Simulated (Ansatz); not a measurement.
Crystal: Hf2S.

```xyz
6
Lattice="3.3743 0.0000 0.0000 -1.6871 2.9222 0.0000 0.0000 0.0000 11.7174" Properties=species:S:1:pos:R:3 pbc="T T T"
Hf    0.0000    1.9481    1.1739
Hf    1.6871    0.9741    7.0327
Hf    0.0000    1.9481    4.6848
Hf    1.6871    0.9741   10.5435
S     0.0000    0.0000    2.9294
S     0.0000    0.0000    8.7881
```

The cell comes from a database or a generator and needn't be the stable form of this composition.

```yaml
Program: Ansatz 0.2.0
Task: relaxation of cell and atoms
Functional: LDA
Potentials_or_basis: Ansatz PAW
Cutoff: "420 eV (not typed: the program's choice for these potentials)"
k_mesh: 9 × 9 × 3
Occupations: fermi-dirac, width 0.05 eV
Spin: no spin polarisation
```

At the start: volume 19.26 Å³/atom.

**Question.** How do energy, volume and symmetry change on relaxing?

**Answer.** It ends after 6 steps and the volume is 18.38 Å³/atom (-4.6 %); space group P6_3/mmc (No. 194, to 0.05 Å).

The path:
```csv
step,energy change (eV),largest force (eV/Å),volume (Å³)
1,0.0000,0.1302,115.54
2,-0.1027,0.1219,111.15
3,-0.1080,0.1109,110.89
4,-0.1113,0.0260,110.17
5,-0.1115,0.0002,110.26
6,-0.1105,0.0001,110.26
```

Final structure:
```
CELL_PARAMETERS angstrom
3.31410 0.00000 0.00000
-1.65705 2.87009 0.00000
0.00000 0.00000 11.59192
ATOMIC_POSITIONS crystal
Hf 0.33333 0.66667 0.10082
Hf 0.66667 0.33333 0.60082
Hf 0.33333 0.66667 0.39918
Hf 0.66667 0.33333 0.89918
S 0.00000 0.00000 0.25000
S 0.00000 0.00000 0.75000
```

Caveat: the plane-wave basis is chosen anew once the cell has moved, so the energies of steps on either side of that aren't comparable; the PAW data sets come from PBE, with cores solved anew for the run's functional, which leaves a small shift of forces and pressure.
